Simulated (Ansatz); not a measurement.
# KCl (Sylvite) in Ansatz: the effect of functional

The system is KCl (Sylvite).

```
K Cl
1.0
     0.00000    3.18788    3.18788
     3.18788    0.00000    3.18788
     3.18788    3.18788    0.00000
K Cl
1 1
Direct
  0.00000 0.00000 0.00000
  0.50000 0.50000 0.50000
```

The cell isn't the ideal one: volume scaled by 1.04.

Alike in all runs:

| Quantity | Value |
| --- | --- |
| Program | Ansatz 0.2.0 |
| Task | single point |
| Potentials or basis | Ansatz PAW |
| k mesh | 7 × 7 × 7 |
| Occupations | fermi-dirac, width 0.05 eV |
| Spin | no spin polarisation |

Problem. One run gave: gap on the mesh 5.69 eV; pressure -0.7 GPa. Which functional did it use?
A. LDA
B. PBEsol
C. r2SCAN

Solution. C.

```csv
functional,cutoff,gap on the mesh (eV),pressure (GPa)
LDA,420 eV (not typed: the program's choice for these potentials),4.62,-2.4
PBEsol,420 eV (not typed: the program's choice for these potentials),4.91,-1.0
r2SCAN,500 eV (not typed: the program's choice for these potentials),5.69,-0.7
```

Caveats: odd divisions of the mesh miss points on the zone boundary, where band edges often lie, so the gap on the mesh can be too wide; the PAW data sets come from PBE, with cores solved anew for the run's functional, which leaves a small shift of forces and pressure.

A k mesh can miss the band edges.
